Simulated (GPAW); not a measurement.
Crystal: Co.

```
Co
1.0
     2.47200    0.00000    0.00000
    -1.23600    2.14081    0.00000
     0.00000    0.00000    4.02114
Co
2
Direct
  0.66667 0.33333 0.75000
  0.33333 0.66667 0.25000
```

| Property | Result |
| --- | --- |
| Program | GPAW 26.7.0 |
| Task | relaxation of cell and atoms |
| Functional | PBEsol |
| Dispersion | D4 |
| Potentials or basis | PAW data sets generated in the run's folder for this functional |
| Cutoff | 600 eV |
| Basis | pw |
| k mesh | 9 × 9 × 5 |
| Occupations | fermi-dirac, width 0.05 eV |
| Spin | collinear spin, ferromagnetic start |
| Starting moments | [2.0, 2.0] μB |

At the start: pressure -9.8 GPa; volume 10.64 Å³/atom.

Task: How do energy, volume and symmetry change on relaxing?

Result: Over 6 steps the energy falls by 9.2 meV/atom and the volume is 10.23 Å³/atom (-3.9 %); space group P6_3/mmc (No. 194, to 0.05 Å); moment 3.03 μB per cell.

The path:
```csv
step,energy change (eV),largest force (eV/Å),pressure (GPa),volume (Å³)
1,0.0000,0.0001,-9.83,21.28
2,-0.0124,0.0000,-6.60,20.98
3,-0.0180,0.0000,0.42,20.41
4,-0.0184,0.0000,0.01,20.44
5,-0.0184,0.0000,-0.07,20.45
6,-0.0185,0.0000,-0.09,20.45
```

Final structure:
```xyz
2
Lattice="2.4427 0.0000 0.0000 -1.2213 2.1154 0.0000 0.0000 0.0000 3.9579" Properties=species:S:1:pos:R:3 pbc="T T T"
Co    1.2213    0.7051    2.9684
Co    0.0000    1.4103    0.9895
```

Caveat: each step starts from the last one's moments, so a moment once lost doesn't come back; later steps reuse the first step's grids; pairwise dispersion overbinds metals, which lowers pressure and volume.
